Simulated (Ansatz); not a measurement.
CuI, CsCl type, relaxed with r2SCAN, was run in the PAW code Ansatz under altered settings. All numbers are computed, without spin polarisation but where a row says otherwise.

```
CELL_PARAMETERS angstrom
3.66139 0.00000 0.00000
0.00000 3.66139 0.00000
0.00000 0.00000 3.66139
ATOMIC_POSITIONS crystal
Cu 0.00000 0.00000 0.00000
I 0.50000 0.50000 0.50000
```

The base run's other keys:
```yaml
kpoints:
  mp_grid: { grid: [4, 4, 4] }
hamiltonian:
  xc: hse06
scf:
  occupations: { method: fermi_dirac, width: 0.02 }
  n_extra_bands: 4
```

It takes 18 iterations with 949 plane waves at 420 eV and 10 k points, and leaves a mean stress of +1.95 GPa. The gap over this mesh is 0.528 eV.

Outcomes, with energy and stress as changes against the base:
```csv
setting,outcome,ΔF (meV/atom),Δ mean stress (GPa),gap on the mesh (eV),iterations
"PBE hybrid, exx coeff 0.4, omega 0.2078 1/Å",converged,–,+0.4,1.148,29
"PBE hybrid, exx coeff 0.5, omega 0.3 1/Å",converged,–,+0.7,1.156,23
"PBE hybrid, exx coeff 0.5, unscreened",converged,–,+0.5,2.946,28
"PBE hybrid, exx coeff 0.2, unscreened",converged,–,-0.2,0.850,30
scf.occupations: cold 0.2,converged,0.0,0.0,0.528,35
scf.occupations: methfessel_paxton 0.5,converged,+6.0,-0.2,0.524,25
```
A dash marks a value that wasn't obtained or can't be compared. Stress is positive in compression.

- PBE hybrid, exx coeff 0.4, omega 0.2078 1/Å. That is 40 % exact exchange, screened with ω = 0.2078 1/Å, against HSE06's 25 % screened at 0.208 1/Å. The mean stress moves by +0.4 GPa and the gap on the mesh by +0.620 eV (to 1.148). Totals of different functionals aren't comparable.
- PBE hybrid, exx coeff 0.5, omega 0.3 1/Å. That is 50 % exact exchange, screened with ω = 0.3 1/Å, against HSE06's 25 % screened at 0.208 1/Å. The mean stress moves by +0.7 GPa and the gap on the mesh by +0.629 eV (to 1.156). Totals of different functionals aren't comparable.
- PBE hybrid, exx coeff 0.5, unscreened. That is 50 % exact exchange, at all ranges, against HSE06's 25 % screened at 0.208 1/Å. The mean stress moves by +0.5 GPa and the gap on the mesh by +2.418 eV (to 2.946). Totals of different functionals aren't comparable.
- PBE hybrid, exx coeff 0.2, unscreened. That is 20 % exact exchange, at all ranges, against HSE06's 25 % screened at 0.208 1/Å. The mean stress moves by -0.2 GPa and the gap on the mesh by +0.322 eV (to 0.850). Totals of different functionals aren't comparable.

Within 1 meV an atom, 0.1 GPa and 0.005 eV of the base stay: scf.occupations: cold 0.2.

Spin-orbit coupling is left out, which matters wherever the heavy atoms make up the band edges.

The program warns that its thresholds are loose for a hybrid's stress.

The meshes of the hybrids are coarse, so their gaps aren't converged to the digits shown.
